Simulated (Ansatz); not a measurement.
# Te2Mo in Ansatz: the effect of Hubbard term

The system is Te2Mo, a slab with vacuum.

```
Te Mo
1.0
     3.56138    0.00000    0.00000
    -1.78069    3.08425    0.00000
     0.00000    0.00000   38.99027
Te Mo
8 4
Cartesian
  0.0000 2.0562 12.7975
  0.0000 2.0562 37.1116
  1.7807 1.0281 5.4618
  1.7807 1.0281 29.7742
  1.7807 1.0281 1.8786
  1.7807 1.0281 26.1928
  0.0000 2.0562 9.2161
  0.0000 2.0562 33.5285
  1.7807 1.0281 11.0084
  1.7807 1.0281 35.3197
  0.0000 2.0562 3.6706
  0.0000 2.0562 27.9818
```

Alike in all runs:

```yaml
Program: Ansatz 0.2.0
Task: single point
Functional: PBEsol
Potentials_or_basis: Ansatz PAW
Cutoff: "420 eV (not typed: the program's choice for these potentials)"
k_mesh: 7 × 7 × 1
Occupations: fermi-dirac, width 0.05 eV
Spin: no spin polarisation
Hubbard_projectors: ortho-atomic (the default)
Double_counting: fll (the default)
```

| Hubbard term | gap on the mesh (eV) | largest force (eV/Å) |
| --- | --- | --- |
| Mo d U = 5 eV | ? | ? |
| Mo d U = 6 eV | 0.94 | 0.32 |
| Mo d U = 8 eV | 1.05 | 0.26 |

**Question.** What does the run with Hubbard term Mo d U = 5 eV give?

**Answer.** gap on the mesh 1.11 eV; largest force 0.27 eV/Å.

Caveats: odd divisions of the mesh miss points on the zone boundary, where band edges often lie, so the gap on the mesh can be too wide; spin-orbit coupling is left out, which moves the levels of the heavy elements; the PAW data sets come from PBE, with cores solved anew for the run's functional, which leaves a small shift of forces and pressure; the U is typed as a test and isn't derived for this compound.

A k mesh can miss the band edges.
